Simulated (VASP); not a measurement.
# CuI (Cmcm) in VASP: single point with LDA

Aim: the single point of CuI with LDA.

Everything below comes from runs of VASP 6.6.1. Logs are shortened: lines on timing, memory, paths and dates and some standing lists are left out, and cuts for length are marked.

### Step 1. The structure

It takes space group Cmcm (No. 63, orthorhombic). Conventional cell: a = 7.466 Å, b = 7.422 Å, c = 4.307 Å, α = 90.00°, β = 90.00°, γ = 90.00°. Cu (site symmetry m2m) is surrounded by 2 Cu at 2.46 Å and 3 I at 2.58 to 2.59 Å. I (site symmetry m2m) is surrounded by 3 Cu at 2.58 to 2.59 Å.

Measurements of this composition are mostly on another form, of space group No. 216.

### Step 2. Single point, LDA

INCAR reads:

```
SYSTEM = CuI
ALGO = Normal
EDIFF = 1E-6
ENCUT = 520
ISIF = 2
ISMEAR = 0
LASPH = .True.
LCHARG = .False.
LREAL = .False.
LWAVE = .False.
NBANDS = 26
NELM = 100
PREC = Accurate
SIGMA = 0.01
```

KPOINTS reads:

```
k-points
0
Gamma
  3 3 4
  0 0 0
```

POSCAR reads:

```
CuI
1.0
    3.7331680000     -3.7110860000      0.0000000000
    3.7331680000      3.7110860000      0.0000000000
    0.0000000000      0.0000000000      4.3069980000
Cu I
2 2
Direct
    0.4204390000      0.5795610000      0.7500000000
    0.5795610000      0.4204390000      0.2500000000
    0.7700430000      0.2299570000      0.7500000000
    0.2299570000      0.7700430000      0.2500000000
```

Potentials or basis: VASP PAW LDA potentials, release 64 (Cu, I).

Started as:

```bash
$ cat potpaw_LDA.64/Cu/POTCAR potpaw_LDA.64/I/POTCAR > POTCAR
$ mpirun -np 1 vasp_std > vasp.out
```

OUTCAR:

```text
SYSTEM = CuI
   EDIFF = 1E-6
   ENCUT = 520
   ISIF = 2
   ISMEAR = 0
   LASPH = .True.
   LREAL = .False.
   NELM = 100
   PREC = Accurate

 ion  position               nearest neighbor table
   1  0.420  0.580  0.750-   2 2.46   2 2.46   4 2.58   4 2.58   3 2.59
   2  0.580  0.420  0.250-   1 2.46   1 2.46   3 2.58   3 2.58   4 2.59
   3  0.770  0.230  0.750-   2 2.58   2 2.58   1 2.59
   4  0.230  0.770  0.250-   1 2.58   1 2.58   2 2.59

  LATTYP: Found a base centered orthorhombic cell.
 ALAT       =     7.4221720000
 B/A-ratio  =     1.0059502798
 C/A-ratio  =     0.5802880882

  Lattice vectors:

 A1 = (  -3.7331680000,  -3.7110860000,   0.0000000000)
 A2 = (   3.7331680000,  -3.7110860000,   0.0000000000)
 A3 = (   0.0000000000,   0.0000000000,   4.3069980000)

Analysis of symmetry for initial positions (statically):
=====================================================================
 Subroutine PRICEL returns:
 Original cell was already a primitive cell.

 Routine SETGRP: Setting up the symmetry group for a
 base centered orthorhombic supercell.

 Subroutine GETGRP returns: Found  8 space group operations
 (whereof  4 operations were pure point group operations)
 out of a pool of  8 trial point group operations.

The static configuration has the point symmetry C_2h.
 The point group associated with its full space group is D_2h.

Analysis of symmetry for dynamics (positions and initial velocities):
=====================================================================
 Subroutine PRICEL returns:
 Original cell was already a primitive cell.

 Routine SETGRP: Setting up the symmetry group for a
 base centered orthorhombic supercell.

 Subroutine GETGRP returns: Found  8 space group operations
 (whereof  4 operations were pure point group operations)
 out of a pool of  8 trial point group operations.

The dynamic configuration has the point symmetry C_2h.
 The point group associated with its full space group is D_2h.

 Subroutine INISYM returns: Found  8 space group operations
 (whereof  4 operations are pure point group operations),
 and found     1 'primitive' translations

----------------------------------------------------------------------------------------

                                     Primitive cell
[... 71 lines left out ...]
   NGXF,Y,Z  is equivalent  to a cutoff of  25.27, 25.27, 24.70 a.u.
 SYSTEM =  CuI
   PREC   = accura    normal or accurate (medium, high low for compatibility)
   ISTART =      0    job   : 0-new  1-cont  2-samecut
   ICHARG =      2    charge: 1-file 2-atom 10-const
   ISPIN  =      1    spin polarized calculation?
   LNONCOLLINEAR =      F non collinear calculations
   LSORBIT =      F    spin-orbit coupling
   LASPH  =      T    aspherical Exc in radial PAW
   ENCUT  =  520.0 eV  38.22 Ry    6.18 a.u.   9.79  9.79  8.01*2*pi/ulx,y,z
   NELM   =    100;   NELMIN=  2; NELMDL= -5     # of ELM steps
   EDIFF  = 0.1E-05   stopping-criterion for ELM
[... 8 lines left out ...]
   TEBEG  =    0.0;   TEEND  =   0.0 temperature during run
   PSTRESS=    0.0 pullay stress
   NELECT =      36.0000    total number of electrons
   NUPDOWN=      -1.0000    fix difference up-down
   EMIN   =  10.00;   EMAX   =-10.00  energy-range for DOS
   EFERMI =   0.00;   METHOD = LEGACY
   ISMEAR =     0;   SIGMA  =   0.01  broadening in eV -4-tet -1-fermi 0-gaus
   EFERMI_NEDOS =   21; number of points for ismear=-14 and -15
   IALGO  =     38    algorithm
   IMIX   =      4    mixing-type and parameters
     AMIX     =   0.40;   BMIX     =  1.00
     AMIX_MAG =   1.60;   BMIX_MAG =  1.00
  volume/ion in A,a.u.               =      29.83       201.34
  Fermi-wavevector in a.u.,A,eV,Ry     =   1.097947  2.074818 16.401646  1.205487
  Thomas-Fermi vector in A             =   2.234316
   LORBIT       =      0    0 simple, 1 ext, 2 COOP (PROOUT), +10 PAW based schemes
   GGA     = CA    functional components
   LHFCALC =     F    Hartree Fock is set to
   AEXX    =    0.0000 exact exchange contribution
   IVDW    =     0    specifies the selected vdW correction
   LEPSILON=     F    determine dielectric tensor
   LRPA    =     F    only Hartree local field effects (RPA)
 non-spin polarized calculation
 Gauss-broadening in eV      SIGMA  =   0.01
  energy-cutoff  :      520.00
  volume of cell :      119.34
 maximum number of plane-waves:      3232
   NGX = 19   NGY = 19   NGZ = 17

 number of electron      35.9999983 magnetization

 Free energy of the ion-electron system (eV)
  ---------------------------------------------------
  ext. energy  EPLUGINS =         0.00000000
  ---------------------------------------------------
  free energy    TOTEN  =       -13.49203949 eV

  energy without entropy =      -13.49203949  energy(sigma->0) =      -13.49203949

 E-fermi :   3.6664     XC(G=0):  -8.9747

 val. band max:        3.5907233149   @ k =   0.0000   0.0000   0.0000
 cond. band min:       4.4862857370   @ k =   0.0000   0.0000   0.0000
 fundamental gap:      0.8955624222
 Fermi energy:         3.6663794837

 k-point     1 :       0.0000    0.0000    0.0000
  band No.  band energies     occupation
      1     -10.2415      2.00000
      2      -9.4966      2.00000
      3      -1.9536      2.00000
      4      -0.6408      2.00000
      5      -0.4238      2.00000
      6      -0.3202      2.00000
[... 337 lines left out ...]
     25      12.1214      0.00000
     26      12.1214      0.00000

------------------------ aborting loop because EDIFF is reached ----------------------------------------

  FORCE on cell =-STRESS in cart. coord.  units (eV):
  Direction    XX          YY          ZZ          XY          YZ          ZX
  --------------------------------------------------------------------------------------
  -------------------------------------------------------------------------------------
  Total       -0.7939805     -2.4962174     -2.8926241      0.0000000      0.0000000      0.0000000
  in kB      -10.6595087    -33.5127274    -38.8346473      0.0000000      0.0000000      0.0000000
  external PRESSURE =     -27.6689611 kB  Pullay stress =       0.0000000 kB

 VOLUME and BASIS-vectors are now :
 -----------------------------------------------------------------------------
  energy-cutoff  :      520.00
  volume of cell :      119.34
      direct lattice vectors                 reciprocal lattice vectors
     3.733168000 -3.711086000  0.000000000     0.133934503 -0.134731451  0.000000000
     3.733168000  3.711086000  0.000000000     0.133934503  0.134731451  0.000000000
     0.000000000  0.000000000  4.306998000     0.000000000  0.000000000  0.232180280

 POSITION                                       TOTAL-FORCE (eV/Angst)
 -----------------------------------------------------------------------------------
      3.73317      0.59052      3.23025         0.000000     -0.035318     -0.000000
      3.73317     -0.59052      1.07675         0.000000      0.035318      0.000000
      3.73317     -2.00431      3.23025         0.000000      0.366931      0.000000
      3.73317      2.00431      1.07675         0.000000     -0.366931      0.000000
 -----------------------------------------------------------------------------------
    total drift:                               -0.000000     -0.000000     -0.000000

  FREE ENERGIE OF THE ION-ELECTRON SYSTEM (eV)
  ---------------------------------------------------
  free  energy   TOTEN  =       -13.4920394936 eV

  energy  without entropy=      -13.4920394936  energy(sigma->0) =      -13.49203949
```

Wall time 25 s (1 thread of Intel Xeon Platinum 8488C (Sapphire Rapids), shared host); peak memory 0.19 GiB.

Results:

```yaml
Free_energy: -13.4920 eV
Pressure: -2.8 GPa
Largest_force: 0.367 eV/Å
Band_gap_on_the_k_mesh: 0.90 eV, direct
```

Forces on the atoms (eV/Å):
```
Cu   0.000 -0.035  0.000
Cu   0.000  0.035  0.000
I    0.000  0.367  0.000
I    0.000 -0.367  0.000
```

Levels at points of the mesh, in eV from the valence-band top:
| k point | band 14 | band 15 | band 16 | band 17 | band 18 | band 19 | band 20 | band 21 | band 22 | band 23 |
| --- | --- | --- | --- | --- | --- | --- | --- | --- | --- | --- |
| (0.00, 0.00, 0.00) | -1.86 | -1.82 | -1.51 | -0.93 | 0.00 | 0.90 | 1.65 | 2.36 | 4.59 | 5.07 |
| (0.00, 0.00, 0.50) | -2.00 | -1.88 | -1.88 | -1.58 | -1.58 | 3.62 | 3.62 | 3.73 | 3.73 | 5.87 |

Caveat: spin-orbit coupling is left out, which moves the levels of the heavy elements. As with any semilocal functional, this LDA gap is likely too small.
